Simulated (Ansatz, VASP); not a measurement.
**One calculation of BN, two programs**

```xyz
2
Lattice="0.0000 1.8313 1.8313 1.8313 0.0000 1.8313 1.8313 1.8313 0.0000" Properties=species:S:1:pos:R:3 pbc="T T T"
B     0.0000    0.0000    0.0000
N     0.9156    0.9156    0.9156
```

Change from the starting cell: volume scaled by 1.04, ions relaxed.

Alike in both runs: task relaxation of the atoms; functional PBE; k mesh 14 × 14 × 14; occupations fermi-dirac, width 0.02 eV; no spin polarisation.

|  | VASP | Ansatz |
| --- | --- | --- |
| version | VASP 6.6.1 | Ansatz 0.2.0 |
| potentials or method | VASP PAW PBE potentials, release 64 (B, N) | plane-wave PAW, scalar-relativistic |
| plane-wave cutoff (eV) | 520 | 420 |
| valence electrons in the cell | 8 | 8 |

|  | VASP | Ansatz | Ansatz less VASP |
| --- | --- | --- | --- |
| gap on the k mesh at the Fermi level, each at its own relaxed structure (eV) | 4.42 | 4.43 | +0.011 |

Ansatz warned: «stress_scf_threshold_loose».

Caveats: the relaxation stopped at its first step, so nothing moved. A k mesh can miss the band edges.
